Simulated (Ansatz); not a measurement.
**Ge: frozen-core PAW against all-electron methods**

```yaml
crystal:
  lattice:
    - [0.00000, 2.13932, 2.13932]
    - [2.13932, 0.00000, 2.13932]
    - [2.13932, 2.13932, 0.00000]
  atoms:
    - { symbol: Ge, position: [0.00000, 0.00000, 0.00000] }
```

The conventional cell has a = 4.279 Å, b = 4.279 Å, c = 4.279 Å, α = 90.00°, β = 90.00°, γ = 90.00°. Around Ge (atom 1) lie 12 Ge at 3.03 Å.

The cell was built from the fcc type and relaxed in the same program, and has space group Fm-3m; it needn't be a known or the stable phase.

All numbers are computed: DFT, PBE, PAW with Ansatz's default frozen-core files, scalar-relativistic (Ansatz 0.2.0); DFT, PBE, all-electron PAW with datasets made for the crystal, scalar-relativistic (Ansatz 0.2.0); DFT, PBE, all-electron LAPW, scalar-relativistic (Ansatz 0.2.0).

For PAW: a Γ-centred 16×16×16 k mesh, Fermi–Dirac smearing of 0.08 eV, cutoff 420 eV, no spin polarisation. The crystal-made all-electron datasets (AE datasets) take a cutoff of 140 eV at this cell. LAPW targets a basis error of 1 meV/atom. The Ansatz runs share mesh, smearing and spin set-up. Plane-wave (PAW) pressures include the program's estimate of the Pulay term.

Stress and pressure are positive in compression.

Levels count from the Fermi level.

| quantity | PAW | AE datasets | LAPW |
| --- | --- | --- | --- |
| pressure (GPa) | -0.04 | -0.02 | -0.01 |
| highest filled level at X (eV) | -4.186 | -4.186 | -4.186 |
| lowest empty level at X (eV) | 2.498 | 2.500 | 2.500 |
| highest filled level at W (eV) | -0.321 | -0.322 | -0.322 |
| highest filled level at Γ (eV) | -12.955 | -12.954 | -12.954 |
| lowest empty level at Γ (eV) | 8.552 | 8.553 | 8.553 |

PAW's pressure differs from the LAPW value by -0.03 GPa.
